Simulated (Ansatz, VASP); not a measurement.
## One calculation of CsH, two programs

```
Cs H
1.0
     0.00000    3.05258    3.05258
     3.05258    0.00000    3.05258
     3.05258    3.05258    0.00000
Cs H
1 1
Cartesian
  0.0000 0.0000 0.0000
  3.0526 3.0526 3.0526
```

Alike in both runs: functional LDA; k mesh 8 × 8 × 8; occupations gaussian, width 0.02 eV; no spin polarisation.

Ansatz relaxed the structure, and its values are those at the end. VASP's run is a single point on that final structure, the one shown.

|  | VASP | Ansatz |
| --- | --- | --- |
| version | VASP 6.6.1 | Ansatz 0.2.0 |
| potentials or method | VASP PAW LDA potentials, release 64 (Cs_sv, H) | scalar-relativistic, plane waves, PAW |
| plane-wave cutoff (eV) | 520 | 420 |
| valence electrons in the cell | 10 | 10 |

|  | VASP | Ansatz | Ansatz less VASP |
| --- | --- | --- | --- |
| gap on the k mesh at the Fermi level (eV) | 1.73 | 1.76 | +0.027 |
| least direct gap on the mesh (eV) | 1.73 | 1.76 | +0.027 |
| pressure (GPa) | 0.0 | 0.0 | -0.06 |

Caveats: spin-orbit coupling is left out, which moves the levels of the heavy elements. A k mesh can miss the band edges.
